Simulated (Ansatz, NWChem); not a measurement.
## C2H2Cl2 (trans-1,2-dichloroethylene): from total energies to a heat of formation

The species is C2H2Cl2 (6 atoms), meant as a singlet with charge 0. SMILES: `Cl/C=C/Cl`. Geometry: relaxed at PBE0-D4/def2-TZVP.

Total energies at B3LYP/6-31G* (spherical functions) (NWChem 7.3.0); the atoms run unrestricted:

```
species    state  energy (Eh)
C2H2Cl2  singlet  -997.769141
     Cl  doublet  -460.132788
      C  triplet   -37.844694
      H  doublet    -0.500273
```

Harmonic wavenumbers at PBE0-D4/def2-TZVP, in cm⁻¹: 217, 239, 358, 812, 854, 873, 937, 1217, 1299, 1670, 3232, 3234.

Measured heats of formation of the gaseous atoms at 298.15 K, in kJ/mol: Cl 121.3, C 716.9, H 218.0. Spin-orbit lowering of the atoms at 298 K (mean of the ground term's levels less their thermal mean, from spectra), in kJ/mol: Cl 3.44, C 0.02. Take 1 Eh = 2625.50 kJ/mol, 1 cm⁻¹ = 0.0119627 kJ/mol, RT = 2.479 kJ/mol.

Question: What heat of formation follows?

Answer: 
1. Electronic atomisation energy: 2 × (-460.132788) + 2 × (-37.844694) + 2 × (-0.500273) − (-997.769141) = 0.813631 Eh = 2136.2 kJ/mol.
2. Zero-point energy: half the sum of the wavenumbers, 7471 cm⁻¹ = 89.4 kJ/mol.
3. Thermal vibrational enthalpy, Σ hcν̃/(exp(hcν̃/kT) − 1): 4.4 kJ/mol. Translation, rotation and pV of a non-linear molecule: 4 RT = 9.9 kJ/mol.
4. The 6 free atoms carry 5/2 RT each: 37.2 kJ/mol.
5. Spin-orbit coupling lowers the free atoms by 2 × 3.44 + 2 × 0.02 = 6.9 kJ/mol.
6. Atomisation enthalpy at 298 K: 2136.2 − 6.9 − 89.4 − 4.4 − 9.9 + 37.2 = 2062.8 kJ/mol.
7. Sum of the atoms' heats of formation: 2112.4 kJ/mol. Heat of formation: 2112.4 − 2062.8 = +49.6 kJ/mol.

The tabulated value is +5.0 kJ/mol (CRC Handbook of Chemistry and Physics), so this level is off by +44.6 kJ/mol, or 2.1 % of the atomisation enthalpy that the table implies (2107.3 kJ/mol). Anharmonicity and any spin-orbit splitting of the molecule are left out.
